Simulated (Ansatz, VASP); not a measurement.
Given: the input of a run of Ansatz 0.2.0 on AlN.

input.yaml

```yaml
crystal:
  lattice:
    - [3.1740547162, 0.0, 0.0]
    - [-1.5870273581, 2.7488120173, 0.0]
    - [0.0, 0.0, 5.0786914685]
  atoms:
    - { symbol: Al, position: [0.6666666667, 0.3333333333, 0.5] }
    - { symbol: Al, position: [0.3333333333, 0.6666666667, 0.0] }
    - { symbol: "N", position: [0.6666666667, 0.3333333333, 0.88] }
    - { symbol: "N", position: [0.3333333333, 0.6666666667, 0.38] }
hamiltonian:
  xc: { exchange: slater, correlation: vwn5 }
  pseudopotentials: { kind: paw }
kpoints:
  mp_grid: { grid: [10, 10, 6] }
scf:
  occupations: { method: fermi_dirac, width: 0.05 }
output:
  forces: true
  stress: true
  eigenvalues: true
```

Potentials or basis: Ansatz PAW.

Command:

```sh
$ ansatz run input.yaml --threads 2 --pin off --max-ram 5120MiB --backend cpu --events-out ev --progress --plain --runs-dir out
```

Problem. Set up the same calculation for VASP 6.6.1. Potentials there: VASP PAW PBE potentials, release 64 (Al, N).

Solution. As run (the cutoff follows the program's own potentials):

File INCAR:

```
SYSTEM = AlN
PREC = Accurate
ENCUT = 520
EDIFF = 1E-7
ISMEAR = -1
SIGMA = 0.05
LREAL = .False.
LASPH = .True.
NELM = 80
ALGO = Normal
ISIF = 2
LWAVE = .False.
LCHARG = .False.
GGA = VW
NBANDS = 16
```

Contents of KPOINTS:

```
regular mesh
0
Gamma
  10 10 6
  0 0 0
```

The input POSCAR:

```
AlN
1.0
    3.1740547162      0.0000000000      0.0000000000
   -1.5870273581      2.7488120173      0.0000000000
    0.0000000000      0.0000000000      5.0786914685
Al N
2 2
Direct
    0.6666666667      0.3333333333      0.5000000000
    0.3333333333      0.6666666667      0.0000000000
    0.6666666667      0.3333333333      0.8800000000
    0.3333333333      0.6666666667      0.3800000000
```

Potentials or basis: VASP PAW PBE potentials, release 64 (Al, N).

The run is started by

```sh
$ cat potpaw_PBE.64/Al/POTCAR potpaw_PBE.64/N/POTCAR > POTCAR
$ mpirun -np 1 vasp_std > vasp.out
```

Both were run:

|  | VASP | Ansatz | Ansatz less VASP |
| --- | --- | --- | --- |
| gap on the k mesh at the Fermi level (eV) | 3.73 | 3.74 | +0.003 |
| least direct gap on the mesh (eV) | 3.73 | 3.74 | +0.003 |
| pressure (GPa) | -14.1 | -14.8 | -0.62 |
| largest component of the traceless stress (GPa) | 1.29 | 1.28 | -0.009 |
| rms of the force components (eV/Å) | 0.046 | 0.044 | -0.0019 |

Atom by atom the forces differ by 0.002 eV/Å (rms over components).

Caveats: the PAW data sets were made with another functional, which shifts forces and pressure a little (VASP); the pressure holds a Pulay correction of +0.6 GPa for the finite cutoff (Ansatz); the PAW data sets come from PBE, with cores solved anew for the run's functional, which leaves a small shift of forces and pressure (Ansatz). A k mesh can miss the band edges.
